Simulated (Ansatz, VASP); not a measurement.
This is a calculation of KCl for VASP 6.6.1.

The input INCAR:

```
SYSTEM = KCl
ALGO     = Normal         ! electronic algorithm
EDIFF    = 1E-7           ! SCF threshold, eV
ENCUT    = 520            ! plane-wave cutoff, eV
GGA      = PE             ! functional
ISIF     = 2              ! what is computed and relaxed
ISMEAR   = -1             ! smearing method
LASPH    = .TRUE.         ! aspherical terms in the spheres
LCHARG   = .FALSE.        ! write CHGCAR
LREAL    = .FALSE.        ! projectors in reciprocal space
LWAVE    = .FALSE.        ! write WAVECAR
NBANDS   = 15             ! bands
NELM     = 80             ! most SCF steps
PREC     = Accurate       ! precision mode
SIGMA    = 0.05           ! smearing width, eV
```

File KPOINTS:

```
k-points
0
G
  7 7 7
  0 0 0
```

POSCAR

```
KCl
1.0
    3.8134288075      0.0000000000      0.0000000000
    0.0000000000      3.8134288075      0.0000000000
    0.0000000000      0.0000000000      3.8134288075
K Cl
1 1
Direct
    0.0000000000      0.0000000000      0.0000000000
    0.5000000000      0.5000000000      0.5000000000
```

Potentials or basis: VASP PAW PBE potentials, release 64 (K_sv, Cl).

Command:

```bash
$ cat potpaw_PBE.64/K_sv/POTCAR potpaw_PBE.64/Cl/POTCAR > POTCAR
$ mpirun -np 1 vasp_std > vasp.out
```

Set up the same calculation for Ansatz 0.2.0. Potentials there: Ansatz PAW.

As run (the cutoff follows the program's own potentials):

input.yaml

```yaml
crystal:
  lattice:
    - [3.8134288075, 0.0, 0.0]
    - [0.0, 3.8134288075, 0.0]
    - [0.0, 0.0, 3.8134288075]
  atoms:
    - { symbol: K, position: [0.0, 0.0, 0.0] }
    - { symbol: Cl, position: [0.5, 0.5, 0.5] }
hamiltonian:
  xc: pbe
  pseudopotentials: { kind: paw }
kpoints:
  mp_grid: { grid: [7, 7, 7] }
scf:
  occupations: { method: fermi_dirac, width: 0.05 }
output:
  forces: true
  stress: true
  eigenvalues: true
```

Potentials or basis: Ansatz PAW.

Run with:

```sh
$ ansatz run input.yaml --threads 2 --pin off --max-ram 5120MiB --backend cpu --events-out ev --progress --plain --runs-dir out
```

Both were run:

|  | VASP | Ansatz | Ansatz less VASP |
| --- | --- | --- | --- |
| gap on the k mesh at the Fermi level (eV) | 4.90 | 4.91 | +0.001 |
| least direct gap on the mesh (eV) | 5.09 | 5.09 | +0.001 |
| pressure (GPa) | 0.4 | 0.3 | -0.01 |

Caveats: an odd mesh through Γ misses points on the zone boundary, where band edges often lie (VASP); odd divisions of the mesh miss points on the zone boundary, where band edges often lie, so the gap on the mesh can be too wide (Ansatz).
